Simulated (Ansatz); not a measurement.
# S across functionals

```
S
1.0
     0.00000    2.89610    2.89610
     2.89610    0.00000    2.89610
     2.89610    2.89610    0.00000
S
2
Direct
  0.00000 0.00000 0.00000
  0.25000 0.25000 0.25000
```

Atom numbers follow the list: S1, S2.

The structure comes from a relaxation in the same program, started in the diamond type, and has space group Fd-3m. Whether it is a known phase or the ground state wasn't checked.

One fixed cell is solved with several functionals by frozen-core PAW in Ansatz 0.2.0, scalar-relativistically. A positive pressure means that the functional wants a larger cell.

The PAW files were made with PBE; their cores are remade for each functional.

Numerical set-up: a Γ-centred 12×12×12 k mesh, Fermi–Dirac smearing of 0.05 eV, cutoff 420 eV, no spin polarisation.

Cutoffs: PBE 420 eV, LDA 420 eV, PBEsol 420 eV, r²SCAN 500 eV.

Task: One of the runs gave P (GPa) = 0.00, lowest level at Γ above −25 eV, from the valence-band top or, without a gap, the Fermi level (eV) = -15.72. Which setting was it?
A. LDA
B. PBE
C. r²SCAN
D. PBEsol

Result: B. The full set:
```tsv
setting	P (GPa)	lowest level at Γ above −25 eV, from the valence-band top or, without a gap, the Fermi level (eV)
PBE	0.00	-15.72
LDA	-3.75	-15.64
PBEsol	-2.55	-15.70
r²SCAN	-0.75	-16.55
```
